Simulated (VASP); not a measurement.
# PbS: restarted molecular dynamics, 2 variants

PbS, Fm-3m (no. 225), 8 atoms in the cell. PBE, molecular dynamics; PAW potentials Pb, S (PBE set).

| Restart from | Temperature at the end (K) | The same without a restart (K) | Potential energy at the end (eV/atom) | The same without a restart (eV/atom) | Electronic steps in the first step after the restart | Time (s) |
|---|---|---|---|---|---|---|
| CONTCAR with velocities, WAVECAR read | 273.0 | 273.0 | -4.62972 | -4.62972 | 4 | 270 |
| CONTCAR with velocities, no WAVECAR | 273.0 | 273.0 | -4.62972 | -4.62972 | 14 | 247 |

Limits: 120 fs of 8 atoms are too short for converged averages.

## Input of the first row

INCAR.step1:
```
SYSTEM = PbS
  ALGO = Normal
  EDIFF = 1E-6
  ENCUT = 260
  GGA = PE
  IBRION = 0
  ISIF = 2
  ISMEAR = 0
  ISYM = 0
  KPAR = 2
  LASPH = .TRUE.
  LCHARG = .FALSE.
  LREAL = Auto
  LWAVE = .TRUE.
  MDALGO = 2
  NELM = 60
  NELMIN = 4
  NSW = 30
  POTIM = 2.0
  PREC = Normal
  RANDOM_SEED = 729284 0 0
  SIGMA = 0.05
  SMASS = -3
  TEBEG = 600
```

INCAR.step2, as INCAR.step1 but for:
```
- LWAVE = .TRUE.
+ LWAVE = .FALSE.
```

KPOINTS:
```
k-points
0
Monkhorst-Pack
  2 2 2
```

POSCAR.step1:
```
PbS
1.0
    5.9315000000      0.0000000000      0.0000000000
    0.0000000000      5.9315000000      0.0000000000
    0.0000000000      0.0000000000      5.9315000000
Pb S
4 4
Direct
    0.0000000000      0.0000000000      0.0000000000
    0.0000000000      0.5000000000      0.5000000000
    0.5000000000      0.0000000000      0.5000000000
    0.5000000000      0.5000000000      0.0000000000
    0.5000000000      0.0000000000      0.0000000000
    0.5000000000      0.5000000000      0.5000000000
    0.0000000000      0.0000000000      0.5000000000
    0.0000000000      0.5000000000      0.0000000000
```

Commands (each step's output is kept before the next begins):
```
cat potpaw_PBE.64/Pb/POTCAR potpaw_PBE.64/S/POTCAR > POTCAR
cp INCAR.step1 INCAR
cp POSCAR.step1 POSCAR
mpirun -np 2 vasp_std > vasp.out
cp CONTCAR POSCAR
cp INCAR.step2 INCAR
mpirun -np 2 vasp_std > vasp.out
```

Changes of the last row against the first:
```
(step 1)
- LWAVE = True
+ LWAVE = False
```

VASP 6.6.1 took 270 s on 2 cores (AMD EPYC 7R43 (Zen 3)), a shared host.
